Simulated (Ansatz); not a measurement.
Input and command of a calculation in Ansatz (plane waves; scalar-relativistic PAW potentials unless the input names others):

```yaml
crystal:
  lattice:
    - [2.9214167741, 0.0, 0.0]
    - [-1.4607083871, 2.5300211414, 0.0]
    - [0.0, 0.0, 4.6325227496]
  atoms:
    - { symbol: Ti, position: [0.3333333333, 0.6666666667, 0.25] }
    - { symbol: Ti, position: [0.6666666667, 0.3333333333, 0.75] }
kpoints:
  mp_grid: { grid: [18, 18, 10] }
hamiltonian:
  xc: r2scan
scf:
  occupations: { method: fermi_dirac, width: 0.15 }
output:
  forces: true
  eigenvalues: true
  stress: true
relax:
  adjacent_minimum: "off"
  f_tol: 0.001
  max_steps: 60
  cell: { stress_tol: 0.01, fix: [volume] }
```

```bash
ansatz run input.yaml --threads 1 --pin off --max-ram 3072MiB --backend cpu --events-out ev --progress --plain --runs-dir out
```

Abridged log:
```
Basis set: ecut = 500 eV, 857 PW (Γ), exchange–correlation on 96×96×144 points (64 copies of the dense FFT grid, shifted against one another)
Bands: 17, of which v1, the nominal top of the filled ones, is band 12 counted from 1 (11 counted from 0)
Symmetry: 24 space group operations
k-points: 222 of 3240
SCF iter   1: F=—  HF=-5008.760988 eV  |F-HF|=—  |Δ(HF+E_count)|=         —  Δρ=1.56e-2  dr2=7.32e-2  dr2_τ=1.62e-2  ethr=1.77e-3  ⟨swp⟩=4.0  Hψ=16154  notcnv=0
SCF iter   2: F=—  HF=-5008.809437 eV  |F-HF|=—  |Δ(HF+E_count)|=   4.84e-2  Δρ=5.47e-3  dr2=8.83e-3  dr2_τ=7.20e-4  ethr=3.05e-4  ⟨swp⟩=2.5  Hψ=8503  notcnv=0
SCF iter   3: F=—  HF=-5008.809954 eV  |F-HF|=—  |Δ(HF+E_count)|=   5.18e-4  Δρ=1.53e-3  dr2=3.24e-4  dr2_τ=9.70e-5  ethr=3.68e-5  ⟨swp⟩=3.0  Hψ=7447  notcnv=0
SCF iter   4: F=—  HF=-5008.810492 eV  |F-HF|=—  |Δ(HF+E_count)|=   5.38e-4  Δρ=3.58e-4  dr2=1.75e-5  dr2_τ=2.25e-6  ethr=1.35e-6  ⟨swp⟩=2.0  Hψ=6026  notcnv=0
SCF iter   5: F=—  HF=-5008.810523 eV  |F-HF|=—  |Δ(HF+E_count)|=   3.03e-5  Δρ=2.63e-5  dr2=1.14e-7  dr2_τ=1.16e-8  ethr=7.30e-8  ⟨swp⟩=2.0  Hψ=6008  notcnv=0
SCF iter   6: F=-5008.810523 eV  HF=-5008.810523 eV  |F-HF|=8.10e-10  |Δ(HF+E_count)|=   1.01e-7  Δρ=4.92e-6  dr2=4.89e-9  dr2_τ=4.07e-10  ethr=4.17e-10  ⟨swp⟩=5.1  Hψ=15135  notcnv=0
SCF 1 converged in 6 iterations: F = -5008.810523 eV  dr2 = 4.89e-9
relax step   1: F+E_penalty+E_count = -5008.81052262 eV  Δ(F+E_penalty+E_count) = +0.000e0 eV  max|allowed force component| = 6.476e-17 eV/Å  Δτ_max = 0.0000 Å  P = +1.658 GPa  Ω = 34.240 Å³  fix = [volume]  reactions: volume +1.658 GPa (6 SCF iters, dr2 threshold 1.00e-7 eV, accepted)
Basis set: ecut = 500 eV, 881 PW (Γ), exchange–correlation on 96×96×144 points (64 copies of the dense FFT grid, shifted against one another)
Initial density: handed on by an earlier stage of this run
Initial wavefunctions: those handed on with the density
SCF iter   1: F=—  HF=-5008.810460 eV  |F-HF|=—  |Δ(HF+E_count)|=         —  Δρ=1.56e-4  dr2=6.36e-6  dr2_τ=7.12e-5  ethr=1.45e-8  ⟨swp⟩=3.0  Hψ=24689  notcnv=0
SCF iter   2: F=—  HF=-5008.810567 eV  |F-HF|=—  |Δ(HF+E_count)|=   1.06e-4  Δρ=8.16e-5  dr2=1.43e-6  dr2_τ=2.87e-7  ethr=1.45e-8  ⟨swp⟩=2.0  Hψ=7017  notcnv=0
   ...
SCF iter   5: F=—  HF=-5008.810567 eV  |F-HF|=—  |Δ(HF+E_count)|=  9.95e-10  Δρ=2.01e-6  dr2=1.34e-9  dr2_τ=6.20e-12  ethr=3.79e-11  ⟨swp⟩=2.7  Hψ=6312  notcnv=0
SCF iter   6: F=-5008.810567 eV  HF=-5008.810567 eV  |F-HF|=9.09e-12  |Δ(HF+E_count)|=  9.28e-11  Δρ=3.83e-7  dr2=5.10e-11  dr2_τ=3.22e-13  ethr=3.18e-12  ⟨swp⟩=3.1  Hψ=10268  notcnv=0
SCF 3 converged in 6 iterations: F = -5008.810567 eV  dr2 = 5.10e-11
relax step   3: F+E_penalty+E_count = -5008.81056741 eV  Δ(F+E_penalty+E_count) = -4.499e-7 eV  max|allowed force component| = 1.248e-16 eV/Å  Δτ_max = 0.0000 Å  P = +1.656 GPa  Ω = 34.240 Å³  energy of the carried Pulay correction = -3.946e-7 eV  fix = [volume]  reactions: volume +1.656 GPa (6 SCF iters, dr2 threshold 7.62e-10 eV, accepted)
Initial wavefunctions: pseudopotential atomic-orbital guess (no wavefunctions were taken with the density)
SCF iter   1: F=—  HF=-5008.810561 eV  |F-HF|=—  |Δ(HF+E_count)|=         —  Δρ=5.80e-5  dr2=2.20e-8  dr2_τ=6.62e-9  ethr=1.46e-10  ⟨swp⟩=3.2  Hψ=27800  notcnv=0
SCF iter   2: F=—  HF=-5008.810563 eV  |F-HF|=—  |Δ(HF+E_count)|=   2.14e-6  Δρ=2.90e-5  dr2=5.72e-9  dr2_τ=7.27e-8  ethr=9.17e-11  ⟨swp⟩=2.0  Hψ=4707  notcnv=0
SCF iter   3: F=—  HF=-5008.810564 eV  |F-HF|=—  |Δ(HF+E_count)|=   8.12e-7  Δρ=4.88e-6  dr2=1.33e-9  dr2_τ=1.81e-9  ethr=2.38e-11  ⟨swp⟩=2.2  Hψ=6550  notcnv=0
SCF iter   4: F=—  HF=-5008.810564 eV  |F-HF|=—  |Δ(HF+E_count)|=   1.91e-8  Δρ=5.91e-7  dr2=3.42e-11  dr2_τ=1.55e-11  ethr=5.56e-12  ⟨swp⟩=3.0  Hψ=7813  notcnv=0
SCF iter   5: F=—  HF=-5008.810564 eV  |F-HF|=—  |Δ(HF+E_count)|=  2.36e-10  Δρ=7.37e-8  dr2=1.14e-12  dr2_τ=2.32e-13  ethr=1.42e-13 (applied; sched 1.00e-12)  ⟨swp⟩=2.1  Hψ=6501  notcnv=0
SCF iter   6: F=-5008.810564 eV  HF=-5008.810564 eV  |F-HF|=1.82e-12  |Δ(HF+E_count)|=    0.00e0  Δρ=1.68e-8  dr2=5.74e-14  dr2_τ=1.38e-14  ethr=1.00e-12  ⟨swp⟩=4.0  Hψ=11347  notcnv=0
SCF 4 converged in 6 iterations: F = -5008.810564 eV  dr2 = 5.74e-14
SCF converged after 6 iterations
Free energy (F): -5008.810564 eV
Harris-Foulkes:  -5008.810564 eV  (|F-HF|=1.82e-12)
Internal energy: -5008.650267 eV  (E = F + TS)
E sigma→0 (E₀):  -5008.730415 eV
Entropy (-TS):   -0.160297 eV (-80.148 meV/atom)
Fermi energy:    13.604099 eV
--- Forces (eV/Å), atoms counted from 1 ---
  atom   1  Ti     0.00000000     0.00000000     0.00000000
  atom   2  Ti     0.00000000     0.00000000     0.00000000
--- Stress (GPa, compression-positive) ---
        1.656475       0.000000       0.000000
        0.000000       1.656475       0.000000
        0.000000       0.000000       1.655765
  P = ⅓ Tr σ = 1.6562 GPa (16.562 kbar)
--- Relaxed structure (3 steps of the walk, 3 accepted, 1 SCFs on fresh bases) ---
  F+E_penalty+E_count = -5008.81056371 eV   max|allowed force component| = 1.248e-16 eV/Å   (the final SCF, on the basis selected at the relaxed cell)
  cell:  # Å, volume = 34.2401 Å³
    - [2.92363457, 0.0, 0.0]
    - [-1.46181728, 2.53194181, 0.0]
    - [0.0, 0.0, 4.62549716]
  atoms:
    - { symbol: Ti, position: [0.33333333, 0.66666666, 0.24999999] }
    - { symbol: Ti, position: [0.66666666, 0.33333333, 0.74999999] }
```

Apart from outputs and empty bands, the input differs from a reference run on usual settings in hamiltonian.xc: "pbesol" → "r2scan"; basis.ecutwfc: 420 → not typed. The reference, at the same start, ended its own course with pressure -2.24 GPa, largest force 0.000 eV/Å, no gap on the mesh. This run converged in 22 SCF iterations over all its steps (reference: 22) with a total energy on another zero, pressure 1.66 GPa, largest force 0.000 eV/Å, no gap on the mesh.

It took 28 s on 1 thread of Intel(R) Xeon(R) 6975P-C (Granite Rapids) (shared host), peak memory 0.57 GiB.